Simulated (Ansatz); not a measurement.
This log comes from Ansatz, run on AlAs in the zincblende structure. The cell was relaxed with r2SCAN and then strained (isotropic +2.0 % on every length), with the atoms relaxed again with r2SCAN; k points keep the names of the unstrained zone.

The cell given to it:
```
CELL_PARAMETERS angstrom
0.00000 2.89570 2.89570
2.89570 0.00000 2.89570
2.89570 2.89570 0.00000
ATOMIC_POSITIONS crystal
Al 0.00000 0.00000 0.00000
As 0.25000 0.25000 0.25000
```

The log, with set-up remarks and timings taken out:
```
scf.n_extra_bands = 4 over 9 filled bands (N_el = 18.0): the run solves 13 bands
Pseudopotential: Al, paw, valence charge 3, recommended cutoff 500 eV
Pseudopotential: As, paw, valence charge 15, recommended cutoff 500 eV
Crystal: 2 atoms, lattice volume = 48.562 Å³
Basis set: ecut = 500 eV, 1243 PW (Γ)
Bands: 13, of which v1, the nominal top of the filled ones, is band 9 counted from 1 (8 counted from 0)
Symmetry: 24 space group operations
Space group: F-43m (ITA 216)
k-points: 29 of 512 (time reversal used)
SCF 1 converged in 6 iterations: F = -5406.206891 eV  dr2 = 6.90e-9
NSCF: frozen V_eff on 6 k-points
SCF converged after 6 iterations
Free energy (F): -5406.206891 eV
Fermi energy:    5.431739 eV
--- Per-component energies (eV) ---
  E_band       = -288.981059
  E_kinetic    = 125.097908
  E_local      = -2168.110522
  E_nonlocal   = -660.381911
  E_hartree    = 1153.801065
  E_xc         = -110.389531
  E_vxc        = -114.567067
  E_paw        = -2321.213223
  E_vpaw       = 215.844200
  E_vtau       = 5.532709
  E_ewald      = -1423.493154
  E_core_change = -1.517516
--- Forces (eV/Å), atoms counted from 1 ---
  atom   1  Al      0.00000      0.00000      0.00000
  atom   2  As      0.00000      0.00000      0.00000
--- Stress (GPa, compression-positive) ---
       -3.973484       0.000000       0.000000
        0.000000      -3.973484       0.000000
        0.000000       0.000000      -3.973484
  P = ⅓ Tr σ = -3.9735 GPa (-39.735 kbar)
--- Band table (eV; the first three rows and the last of 29) ---
  k-point 0: bands = […, -29.5296, -29.5296, -6.5102, 5.4317, 5.4317, 5.4317, 7.5638, 10.0233, 10.0233, 10.0233]
  k-point 1: bands = […, -29.5296, -29.5296, -6.3637, 4.0531, 5.2783, 5.2783, 8.3414, 10.2996, 10.2996, 10.3826]
  k-point 2: bands = […, -29.5295, -29.5295, -5.9600, 2.1403, 4.9702, 4.9702, 8.2579, 10.6594, 10.6594, 12.0734]
  k-point 28: bands = […, -29.5297, -29.5291, -4.6414, 0.4442, 2.4221, 2.7745, 10.1203, 11.2376, 11.4695, 11.9100]
```

bands.tsv, columns around the gap (it counts bands from 0):
```tsv
# k_distance	band_4	band_5	band_6	band_7	band_8	band_9	band_10	band_11	band_12
# fermi_ev = 5.431739
# [0, 0, 0] at k_distance = 0.000000
# [-0.5, -0.5, 0] at k_distance = 1.084915
# [-0.375, -0.375, 0.25] at k_distance = 1.468491
# [-0.375, 0, 0.375] at k_distance = 2.132863
# [0, 0, 0.5] at k_distance = 2.797235
# [-0.5, -0.25, 0.25] at k_distance = 3.564386
# levels_relative_to = fermi_ev
0.000	-34.961	-11.942	0.000	0.000	0.000	2.132	4.592	4.592	4.592
1.085	-34.961	-10.099	-5.302	-2.092	-2.092	1.896	2.667	10.628	10.628
1.468	-34.961	-10.130	-5.062	-3.227	-1.733	2.649	5.276	8.486	8.621
2.133	-34.961	-10.130	-5.062	-3.227	-1.733	2.649	5.276	8.486	8.621
2.797	-34.961	-10.612	-5.397	-0.803	-0.803	2.377	5.053	5.053	8.232
3.564	-34.961	-10.073	-4.988	-3.010	-2.657	4.689	5.806	6.038	6.478
```
In order the rows are Γ, X, U, K, L, W.

Question: Which of these blocks stood in the input: relax, gw, phonons, dielectric, magnetization (spin_orbit)?

Answer: None of them. A single point prints forces and stress when the output block asks for them.

Question: Which k mesh was typed?

Answer: 8×8×8, Γ-centred.

Question: How were the bands filled?

Answer: Fixed occupations.

Question: Which functional?

Answer: r2SCAN. The term E_vtau belongs to a meta-GGA, which reads the kinetic-energy density. There is no exchange loop, so no exact exchange. The lines shown narrow the functional down without fixing it; this is the one that was run.

Run as `ansatz run input.yaml --threads 2 --pin off --max-ram 20275MiB --backend cpu --events-out ev --progress --plain --runs-dir out`. It took 2 s on 2 threads of AMD EPYC 7R13 Processor (Zen 3), with other jobs on the host, load about 2.9 per core; peak host memory 0.65 GiB.

No spin polarisation and no zero-point or thermal motion.

The runs are scalar-relativistic, without spin-orbit coupling.
